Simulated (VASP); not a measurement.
# Cd (Im-3m) in VASP: single point with PBE

Aim: the single point of Cd with PBE.

All numbers are computed with VASP 6.6.1; they aren't measurements. Logs are shortened: lines on timing, memory, paths and dates and some standing lists are left out, and cuts for length are marked.

## Step 1: Starting point

It takes space group Im-3m (No. 229, cubic). The conventional cell has a = 3.569 Å, b = 3.569 Å, c = 3.569 Å, α = 90.00°, β = 90.00°, γ = 90.00°. Cd (site symmetry m-3m) is surrounded by 8 Cd at 3.09 Å.

This isn't the form of Cd at room conditions, which is hcp.

## Step 2: Single point, PBE

INCAR reads:

```
SYSTEM = Cd
ALGO = Normal ; EDIFF = 1E-6
ENCUT = 520 ; GGA = PE
ISIF = 2 ; ISMEAR = -1
LASPH = .True. ; LCHARG = .False.
LREAL = .False. ; LWAVE = .False.
NBANDS = 12 ; NELM = 80
PREC = Accurate ; SIGMA = 0.04
```

KPOINTS reads:

```
k-points
0
Gamma
  5 5 5
  0 0 0
```

POSCAR reads:

```
Cd
1.0
   -1.7843220000      1.7843220000      1.7843220000
    1.7843220000     -1.7843220000      1.7843220000
    1.7843220000      1.7843220000     -1.7843220000
Cd
1
Direct
    0.0000000000      0.0000000000      0.0000000000
```

Potentials or basis: VASP PAW PBE potentials, release 64 (Cd).

Run with:

```sh
$ cat potpaw_PBE.64/Cd/POTCAR > POTCAR
$ mpirun -np 1 vasp_std > vasp.out
```

OUTCAR:

```text
SYSTEM = Cd
   EDIFF = 1E-6
   ENCUT = 520
   GGA = PE
   ISIF = 2
   ISMEAR = -1
   LASPH = .True.
   LREAL = .False.
   NELM = 80
   PREC = Accurate

 ion  position               nearest neighbor table
   1  0.000  0.000  0.000-

  LATTYP: Found a body centered cubic cell.
 ALAT       =     3.5686440000

  Lattice vectors:

 A1 = (  -1.7843220000,   1.7843220000,   1.7843220000)
 A2 = (   1.7843220000,  -1.7843220000,   1.7843220000)
 A3 = (   1.7843220000,   1.7843220000,  -1.7843220000)

Analysis of symmetry for initial positions (statically):
=====================================================================
 Subroutine PRICEL returns:
 Original cell was already a primitive cell.

 Routine SETGRP: Setting up the symmetry group for a
 body centered cubic supercell.

 Subroutine GETGRP returns: Found 48 space group operations
 (whereof 48 operations were pure point group operations)
 out of a pool of 48 trial point group operations.

The static configuration has the point symmetry O_h .

Analysis of symmetry for dynamics (positions and initial velocities):
=====================================================================
 Subroutine PRICEL returns:
 Original cell was already a primitive cell.

 Routine SETGRP: Setting up the symmetry group for a
 body centered cubic supercell.

 Subroutine GETGRP returns: Found 48 space group operations
 (whereof 48 operations were pure point group operations)
 out of a pool of 48 trial point group operations.

The dynamic configuration has the point symmetry O_h .

 Subroutine INISYM returns: Found 48 space group operations
 (whereof 48 operations are pure point group operations),
 and found     1 'primitive' translations

----------------------------------------------------------------------------------------

                                     Primitive cell

  volume of cell :      22.7237

  direct lattice vectors                    reciprocal lattice vectors
    -1.784322000  1.784322000  1.784322000     0.000000000  0.280218481  0.280218481
     1.784322000 -1.784322000  1.784322000     0.280218481  0.000000000  0.280218481
     1.784322000  1.784322000 -1.784322000     0.280218481  0.280218481  0.000000000

  length of vectors
     3.090536361  3.090536361  3.090536361     0.396288776  0.396288776  0.396288776

  position of ions in fractional coordinates (direct lattice)
     0.000000000  0.000000000  0.000000000

  ion indices of the primitive-cell ions
   primitive index   ion index
                 1           1

----------------------------------------------------------------------------------------

 KPOINTS: k-points

Automatic generation of k-mesh.
 Grid dimensions read from file:
 generate k-points for:    5    5    5

 Generating k-lattice:

  Cartesian coordinates                     Fractional coordinates (reciprocal lattice)
     0.000000000  0.056043696  0.056043696     0.200000000  0.000000000  0.000000000
     0.056043696  0.000000000  0.056043696     0.000000000  0.200000000  0.000000000
     0.056043696  0.056043696  0.000000000     0.000000000  0.000000000  0.200000000

  Length of vectors
     0.079257755  0.079257755  0.079257755

  Shift w.r.t. Gamma in fractional coordinates (k-lattice)
     0.000000000  0.000000000  0.000000000

 Subroutine IBZKPT returns following result:
 ===========================================

 Found     10 irreducible k-points:

 Following reciprocal coordinates:
            Coordinates               Weight
  0.000000  0.000000  0.000000      1.000000
  0.200000  0.000000  0.000000     12.000000
  0.400000  0.000000  0.000000     12.000000
  0.200000  0.200000  0.000000     24.000000
  0.400000  0.200000  0.000000     24.000000
  0.200000  0.200000  0.200000      8.000000
 -0.200000  0.200000  0.200000      6.000000
 -0.400000  0.400000  0.200000     24.000000
 -0.400000 -0.400000  0.200000      8.000000
 -0.400000  0.400000  0.400000      6.000000
   k-points           NKPTS =     10   k-points in BZ     NKDIM =     10   number of bands    NBANDS=     12
   number of dos      NEDOS =    301   number of ions     NIONS =      1
   total plane-waves  NPLWV =  13824
   dimension x,y,z NGX =    24 NGY =   24 NGZ =   24
   dimension x,y,z NGXF=    48 NGYF=   48 NGZF=   48
   ions per type =               1
   NGX,Y,Z   is equivalent  to a cutoff of  12.91, 12.91, 12.91 a.u.
   NGXF,Y,Z  is equivalent  to a cutoff of  25.82, 25.82, 25.82 a.u.
 SYSTEM =  Cd
   PREC   = accura    normal or accurate (medium, high low for compatibility)
   ISTART =      0    job   : 0-new  1-cont  2-samecut
   ICHARG =      2    charge: 1-file 2-atom 10-const
   ISPIN  =      1    spin polarized calculation?
   LNONCOLLINEAR =      F non collinear calculations
   LSORBIT =      F    spin-orbit coupling
   LASPH  =      T    aspherical Exc in radial PAW
   ENCUT  =  520.0 eV  38.22 Ry    6.18 a.u.   5.75  5.75  5.75*2*pi/ulx,y,z
   NELM   =     80;   NELMIN=  2; NELMDL= -5     # of ELM steps
   EDIFF  = 0.1E-05   stopping-criterion for ELM
   LREAL  =      F    real-space projection
[... 7 lines left out ...]
   TEBEG  =    0.0;   TEEND  =   0.0 temperature during run
   PSTRESS=    0.0 pullay stress
   NELECT =      12.0000    total number of electrons
   NUPDOWN=      -1.0000    fix difference up-down
   EMIN   =  10.00;   EMAX   =-10.00  energy-range for DOS
   EFERMI =   0.00;   METHOD = LEGACY
   ISMEAR =    -1;   SIGMA  =   0.04  broadening in eV -4-tet -1-fermi 0-gaus
   EFERMI_NEDOS =   21; number of points for ismear=-14 and -15
   IALGO  =     38    algorithm
   IMIX   =      4    mixing-type and parameters
     AMIX     =   0.40;   BMIX     =  1.00
     AMIX_MAG =   1.60;   BMIX_MAG =  1.00
  volume/ion in A,a.u.               =      22.72       153.35
  Fermi-wavevector in a.u.,A,eV,Ry     =   1.323250  2.500581 23.823686  1.750992
  Thomas-Fermi vector in A             =   2.452872
   LORBIT       =      0    0 simple, 1 ext, 2 COOP (PROOUT), +10 PAW based schemes
   GGA     = PE    functional components
   LHFCALC =     F    Hartree Fock is set to
   AEXX    =    0.0000 exact exchange contribution
   IVDW    =     0    specifies the selected vdW correction
   LEPSILON=     F    determine dielectric tensor
   LRPA    =     F    only Hartree local field effects (RPA)
 non-spin polarized calculation
  energy-cutoff  :      520.00
  volume of cell :       22.72
 maximum number of plane-waves:       627
   NGX = 11   NGY = 11   NGZ = 11

 number of electron      12.0000007 magnetization

 Free energy of the ion-electron system (eV)
  ---------------------------------------------------
  ext. energy  EPLUGINS =         0.00000000
  ---------------------------------------------------
  free energy    TOTEN  =        -0.61902899 eV

  energy without entropy =       -0.60858165  energy(sigma->0) =       -0.61380532

 E-fermi :   2.1424     XC(G=0): -10.7879

 val. band max:        2.1289265214   @ k =   0.4000   0.2000   0.0000
 cond. band min:       2.7479327408   @ k =  -0.4000   0.4000   0.4000
 fundamental gap:      0.6190062194
 Fermi energy:         2.1424015607

 k-point     1 :       0.0000    0.0000    0.0000
  band No.  band energies     occupation
      1      -6.5909      2.00000
      2      -6.5909      2.00000
      3      -6.5909      2.00000
      4      -5.9923      2.00000
      5      -5.9923      2.00000
      6      -5.9443      2.00000
      7      17.9532      0.00000
      8      17.9532      0.00000
      9      17.9533      0.00000
     10      18.4567      0.00000
     11      18.4567      0.00000
     12      18.4567      0.00000

 k-point     2 :       0.2000    0.0000    0.0000
  band No.  band energies     occupation
      1      -6.6964      2.00000
      2      -6.6384      2.00000
      3      -6.2684      2.00000
      4      -6.0765      2.00000
      5      -5.9870      2.00000
      6      -4.8130      2.00000
      7      11.2996      0.00000
      8      15.0579      0.00000
      9      15.0910      0.00000
     10      16.9375      0.00000
     11      17.1859      0.00000
     12      19.4005      0.00000

 k-point     3 :       0.4000    0.0000    0.0000
  band No.  band energies     occupation
      1      -6.9163      2.00000
      2      -6.8629      2.00000
      3      -6.0395      2.00000
      4      -5.9723      2.00000
      5      -5.6942      2.00000
      6      -1.4209      2.00000
      7       4.1482      0.00000
      8      12.1822      0.00000
      9      12.8044      0.00000
     10      16.1072      0.00000
     11      16.6038      0.00000
     12      22.9179      0.00000

 k-point     4 :       0.2000    0.2000    0.0000
  band No.  band energies     occupation
      1      -6.8004      2.00000
      2      -6.6263      2.00000
      3      -6.1436      2.00000
      4      -6.1031      2.00000
      5      -5.9204      2.00000
      6      -2.4712      2.00000
      7       7.8200      0.00000
      8       8.6477      0.00000
      9      12.8574      0.00000
     10      17.8294      0.00000
     11      18.9954      0.00000
     12      21.9857      0.00000

 k-point     5 :       0.4000    0.2000    0.0000
  band No.  band energies     occupation
      1      -6.8740      2.00000
      2      -6.6761      2.00000
      3      -6.1348      2.00000
      4      -6.0214      2.00000
      5      -5.7979      2.00000
      6       1.7733      1.99980
      7       2.1289      1.16686
      8       7.1507      0.00000
      9      11.8760      0.00000
     10      17.7114      0.00000
     11      21.1368      0.00000
     12      22.1942      0.00000

 k-point     6 :       0.2000    0.2000    0.2000
  band No.  band energies     occupation
      1      -6.6895      2.00000
      2      -6.6895      2.00000
      3      -6.2245      2.00000
      4      -5.9726      2.00000
      5      -5.9726      2.00000
      6       0.9158      2.00000
      7       5.3255      0.00000
      8       6.6256      0.00000
      9       6.6256      0.00000
     10      23.5808      0.00000
     11      24.7810      0.00000
     12      24.7810      0.00000

 k-point     7 :      -0.2000    0.2000    0.2000
  band No.  band energies     occupation
      1      -6.4262      2.00000
      2      -6.4262      2.00000
      3      -6.3452      2.00000
      4      -6.2824      2.00000
      5      -6.1702      2.00000
      6      -3.6457      2.00000
      7      11.8175      0.00000
      8      11.8175      0.00000
      9      12.2186      0.00000
     10      13.2356      0.00000
     11      20.7301      0.00000
     12      20.7301      0.00000

 k-point     8 :      -0.4000    0.4000    0.2000
  band No.  band energies     occupation
      1      -6.7255      2.00000
      2      -6.4961      2.00000
      3      -6.3988      2.00000
      4      -6.1344      2.00000
      5      -5.7346      2.00000
      6      -0.2976      2.00000
      7       5.0960      0.00000
      8       9.3293      0.00000
      9      11.1511      0.00000
     10      15.2923      0.00000
     11      19.8779      0.00000
     12      20.1298      0.00000

 k-point     9 :      -0.4000   -0.4000    0.2000
  band No.  band energies     occupation
      1      -6.6854      2.00000
      2      -6.6854      2.00000
      3      -6.4286      2.00000
      4      -5.8044      2.00000
      5      -5.8044      2.00000
      6       3.6261      0.00000
      7       4.1512      0.00000
      8       4.1512      0.00000
      9      13.8931      0.00000
     10      14.6342      0.00000
     11      14.6342      0.00000
     12      19.8018      0.00000

 k-point    10 :      -0.4000    0.4000    0.4000
  band No.  band energies     occupation
      1      -6.9365      2.00000
      2      -6.8715      2.00000
      3      -5.8424      2.00000
      4      -5.8424      2.00000
      5      -5.7749      2.00000
      6       2.7479      0.00000
      7       6.7653      0.00000
      8       6.7653      0.00000
      9       9.1177      0.00000
     10      10.7688      0.00000
     11      13.7681      0.00000
     12      25.4941      0.00000

------------------------ aborting loop because EDIFF is reached ----------------------------------------

  FORCE on cell =-STRESS in cart. coord.  units (eV):
  Direction    XX          YY          ZZ          XY          YZ          ZX
  --------------------------------------------------------------------------------------
  -------------------------------------------------------------------------------------
  Total        0.0241507      0.0241507      0.0241507      0.0000000     -0.0000000      0.0000000
  in kB        1.7027879      1.7027879      1.7027879      0.0000000     -0.0000000      0.0000000
  external PRESSURE =       1.7027879 kB  Pullay stress =       0.0000000 kB

 VOLUME and BASIS-vectors are now :
 -----------------------------------------------------------------------------
  energy-cutoff  :      520.00
  volume of cell :       22.72
      direct lattice vectors                 reciprocal lattice vectors
    -1.784322000  1.784322000  1.784322000     0.000000000  0.280218481  0.280218481
     1.784322000 -1.784322000  1.784322000     0.280218481  0.000000000  0.280218481
     1.784322000  1.784322000 -1.784322000     0.280218481  0.280218481  0.000000000

 POSITION                                       TOTAL-FORCE (eV/Angst)
 -----------------------------------------------------------------------------------
      0.00000      0.00000      0.00000        -0.000000      0.000000     -0.000000
 -----------------------------------------------------------------------------------
    total drift:                                0.000000      0.000000      0.000000

  FREE ENERGIE OF THE ION-ELECTRON SYSTEM (eV)
  ---------------------------------------------------
  free  energy   TOTEN  =        -0.6190289941 eV

  energy  without entropy=       -0.6085816490  energy(sigma->0) =       -0.61380532
```

Run time: 1.8 s. Hardware: 1 thread of Intel Xeon 6975P-C (Granite Rapids), shared host; peak memory 0.13 GiB.

Results:

- Free energy: -0.6190 eV
- Pressure: 0.2 GPa
- Band gap on the k mesh: none (metal or under the smearing width)

Caveat: the k mesh is coarse (spacing up to 0.50 Å⁻¹), so the values aren't converged.
